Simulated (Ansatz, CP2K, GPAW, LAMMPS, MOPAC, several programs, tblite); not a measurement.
What each method gives for SiO2 (I-42d)

A 6-atom cell of SiO2 started from a crystallographic database, relaxed with r2SCAN in Ansatz, was computed with several methods. Space group I-42d (No. 122), tetragonal; a = 4.944 Å, c = 7.316 Å in the conventional setting, 14.90 Å³ an atom. Si has 4 O at 1.61 Å; O has 2 Si at 1.61 Å. (Simulation; spin polarisation is off.)

```cif
data_structure
_symmetry_space_group_name_H-M 'I-42d'
_symmetry_Int_Tables_number 122
_cell_length_a 4.9439
_cell_length_b 4.9439
_cell_length_c 7.3157
_cell_angle_alpha 90.000
_cell_angle_beta 90.000
_cell_angle_gamma 90.000
_cell_volume 178.81
loop_
_atom_site_label
_atom_site_type_symbol
_atom_site_symmetry_multiplicity
_atom_site_Wyckoff_symbol
_atom_site_fract_x
_atom_site_fract_y
_atom_site_fract_z
_atom_site_occupancy
Si1 Si 4 a 0.00000 0.00000 0.00000 1
O1 O 8 d 0.25000 0.59836 0.37500 1
```

Gaps and times are for a single point on this cell; volume and bulk modulus come from each method's own relaxation or energy curve at fixed shape, which is too stiff where a cell has free coordinates or axes. Times are rough, from shared hosts (AMD EPYC 9R45 96-Core Processor), and each method has its own mesh and cell size. A double dagger marks a value from a curve with shape and coordinates held. PM6 (MOPAC), PM7 (MOPAC), GFN1-xTB (tblite), GFN2-xTB (tblite) treat a cluster of cells at its zone centre, which samples few k points: where these miss a band edge, the gap comes out too large for that reason alone. Gaps from k meshes are read at a limited set of points (mesh, symmetry points, PBE's band edges), so each method's own least gap may be somewhat smaller. Force fields have no electrons; where one was fitted to this phase, its volume and modulus reflect the fit. xTB and the PM methods were fitted mostly to molecules, and can miss a solid's gap by electronvolts. Minimal bases can be far off for gaps. PBE/DZVP lies far from plane-wave PBE here, an effect of basis or sampling. GLLB-SC's gap includes the derivative discontinuity. d marks a direct gap, i an indirect one (no mark: not told apart), a dash a value that wasn't computed or didn't pass its checks.

```csv
method,kind,gap (eV),own volume (Å³/atom),bulk modulus (GPa),atoms computed,processor time
SiO.tersoff (LAMMPS),force field,–,15.94,136‡,6,0.11 s
SiO.1997.vashishta (LAMMPS),force field,–,14.51,47‡,6,0.11 s
light PBE (260 eV and a coarse mesh),light plane-wave,5.85 d,–,–,6,0.81 s
GFN1-xTB (tblite),tight binding,9.40,15.86‡,146‡,96,3.1 s
PBE,semilocal,5.94 d,15.54,152‡,6,4.2 s
PM7 (MOPAC),semi-empirical,10.84,14.09‡,199‡,96,5.1 s
PM6 (MOPAC),semi-empirical,10.12,–,–,96,5.4 s
GFN2-xTB (tblite),tight binding,7.07,15.13‡,148‡,96,5.4 s
r2SCAN,semilocal,6.56 d,14.90,169‡,6,11 s
PBE/SZV (CP2K),small basis,6.94 d,–,–,6,12 s
PBE/DZVP (CP2K),small basis,7.52 d,15.35‡,148‡,6,19 s
GLLB-SC (GPAW),model potential,10.12,–,–,6,20 s
```

Against r2SCAN (6.56 eV) and with closed or daggered gaps left aside, the nearest gap at the points sampled is that of PBE/SZV (CP2K) (+0.38 eV) and the farthest that of PM7 (MOPAC) (+4.28 eV). r2SCAN is only a yardstick of convenience: semilocal gaps usually lie below measured ones, which GLLB-SC and hybrids aim to mend.

Volumes against r2SCAN's: SiO.tersoff (LAMMPS) +7.0 %, SiO.1997.vashishta (LAMMPS) -2.6 %, PBE +4.3 %.

Runs without a result: non-self-consistent DFTB (CP2K) (single point).
